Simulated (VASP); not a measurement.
# H₂Te, relaxation of the atoms: which settings are enough?

H₂Te, molecule in box, 3 atoms in the cell. RevPBE; PAW potentials Te, H (PBE set). VASP 6.6.1.

Wanted: energy within 0.5 meV/atom; shortest distances from each atom, periodic images included within 0.002 Å.

What the run is for: geometry; Accuracy asked: tight.

POSCAR:
```
TeH2
1.0
   11.0000000000      0.0000000000      0.0000000000
    0.0000000000     11.0000000000      0.0000000000
    0.0000000000      0.0000000000     10.0000000000
Te H
1 2
Direct
    0.5646610000      0.4394560000      0.5417750000
    0.5389490000      0.5866870000      0.5448500000
    0.4403820000      0.4119470000      0.4545010000
```

The series start from Plane-wave cutoff (eV): 320; Ionic threshold (EDIFFG): -0.01; Electronic threshold (eV): 1e-6; Precision mode (PREC): Accurate; Electronic steps between moves: NELMIN=4 ALGO=Normal. Each series keeps the choices made before it, and each single choice may use up half of a tolerance.

## Plane-wave cutoff (eV)

| Plane-wave cutoff (eV) | Energy less reference (meV/atom) | Shortest distances from each atom, periodic images included, largest deviation (Å) | SCF iterations | Time (s) |
|---|---|---|---|---|
| 220 | 22.90 | 0.0116 | 85 | 71 |
| 250 | 13.52 | 0.0056 | 81 | 96 |
| 290 | 8.42 | 0.0024 | 81 | 112 |
| 320 | 5.50 | 0.0019 | 83 | 115 |
| 400 | 1.70 | 0.0006 | 82 | 149 |
| 500 (reference) | 0.00 | 0.0000 | 82 | 218 |

Chosen: 500; the next looser run is off by more than half of the tolerance, so convergence isn't shown beyond this value.

## Ionic threshold (EDIFFG)

| Ionic threshold (EDIFFG) | Energy less reference (meV/atom) | Shortest distances from each atom, periodic images included, largest deviation (Å) | SCF iterations | Time (s) |
|---|---|---|---|---|
| -0.1 | 0.48 | 0.0346 | 51 | 127 |
| -0.05 | 0.06 | 0.0106 | 64 | 203 |
| -0.02 | 0.00 | 0.0001 | 82 | 207 |
| -0.01 | 0.00 | 0.0001 | 82 | 218 |
| -0.005 | 0.00 | 0.0001 | 82 | 217 |
| -0.002 (reference) | 0.00 | 0.0000 | 86 | 204 |

Chosen: -0.02, the loosest value from which every tighter one stays within half of the tolerance.

## Electronic threshold (eV)

| Electronic threshold (eV) | Energy less reference (meV/atom) | Shortest distances from each atom, periodic images included, largest deviation (Å) | SCF iterations | Time (s) |
|---|---|---|---|---|
| 0.0001 | 0.00 | 0.0002 | 51 | 128 |
| 1e-5 | 0.00 | 0.0002 | 63 | 169 |
| 1e-6 | 0.00 | 0.0002 | 82 | 207 |
| 1e-7 (reference) | 0.00 | 0.0000 | 100 | 247 |

Chosen: 0.0001.

## All choices together

| Input | Energy less reference (meV/atom) | Shortest distances from each atom, periodic images included, largest deviation (Å) | Time (s) |
|---|---|---|---|
| the program's defaults (naive) | 19.49 | 0.0382 | 10 |
| chosen settings | 0.00 | 0.0001 | 128 |
| reference settings throughout | 0.00 | 0.0000 | 255 |

The chosen settings stay within the tolerance of the reference run, but the reference itself isn't shown to be converged in: Plane-wave cutoff (eV).

## The input

INCAR:
```
SYSTEM = TeH2
GGA = RE
ISMEAR = 0
SIGMA = 0.03
LWAVE = .FALSE.
LCHARG = .FALSE.
ISIF = 0
NSW = 120
PREC = Accurate
LASPH = .TRUE.
LREAL = .FALSE.
ALGO = Normal
EDIFF = 1E-4
NELM = 120
GGA_COMPAT = .FALSE.
IBRION = 2
EDIFFG = -0.02
NELMIN = 4
ENCUT = 500
EFERMI = MIDGAP
NELMDL = -8
```

KPOINTS:
```
k-points
0
Gamma
  1 1 1
```

Commands:
```
cat potpaw_PBE.64/Te/POTCAR potpaw_PBE.64/H/POTCAR > POTCAR
mpirun -np 1 vasp_gam > vasp.out
```

The chosen input took VASP 6.6.1 128 s on 1 core (Intel Xeon Platinum 8488C (Sapphire Rapids)), a shared host.

## An input that fails: force threshold below the noise of the forces

It gives no converged result.

Changes against the starting input:
```
- NSW = 120
- PREC = Accurate
- EDIFF = 1e-06
- NELM = 120
- EDIFFG = -0.01
- NELMIN = 4
+ NSW = 30
+ PREC = Low
+ EDIFF = 0.001
+ NELM = 96
+ EDIFFG = -0.0001
```
